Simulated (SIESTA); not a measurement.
The system is TiPt3.

```
Pt Ti
1.0
     3.89700    0.00000    0.00000
     0.00000    3.89700    0.00000
     0.00000    0.00000    3.89700
Pt Ti
3 1
Direct
  0.50000 0.50000 0.00000
  0.50000 0.00000 0.50000
  0.00000 0.50000 0.50000
  0.00000 0.00000 0.00000
```

```yaml
Program: SIESTA 5.4.2
Task: single point
Functional: PBE
Potentials_or_basis: PseudoDojo 0.4 standard (PBE files)
Basis: DZP (energy shift 0.003 Ry; two zetas on semicore shells)
Grid_cutoff: 800 Ry
Energy_shift: 0.003 Ry
k_mesh: 7 × 7 × 7
Occupations: fermi-dirac, width 0.05 eV
Spin: no spin polarisation
```

On this cell: pressure 12.1 GPa; largest force zero by symmetry; band gap on the k mesh none (metal or under the smearing width).

The same run follows on a disturbed copy (atoms moved at random, drawn with an rms of 0.05 Å):

```
Pt Ti
1.0
     3.89700    0.00000    0.00000
     0.00000    3.89700    0.00000
     0.00000    0.00000    3.89700
Pt Ti
3 1
Direct
  0.49329 0.49556 0.01067
  0.50381 0.99229 0.48674
  0.00851 0.50969 0.50900
  0.98699 0.00532 0.00448
```

Task: What does the disturbed cell give?

Result: The energy (extrapolated to zero smearing) moves by +22.7 meV/atom; pressure 13.3 GPa; largest force 1.231 eV/Å; band gap on the k mesh none (metal or under the smearing width).

Forces in eV/Å, atoms in the order of the input:
```
Pt   0.416 -0.068 -0.911
Pt   0.004  0.743  0.981
Pt  -0.717 -0.608  0.086
Ti   0.294 -0.073 -0.158
```

Stress tensor (GPa, compression positive):
```
13.11 -0.01 -0.27
-0.01 13.41  0.07
-0.27  0.07 13.32
```

Caveats: short orbitals over semicore shells can move pressures by several GPa; the basis of atomic orbitals isn't converged, which shifts pressures, moduli and gaps.
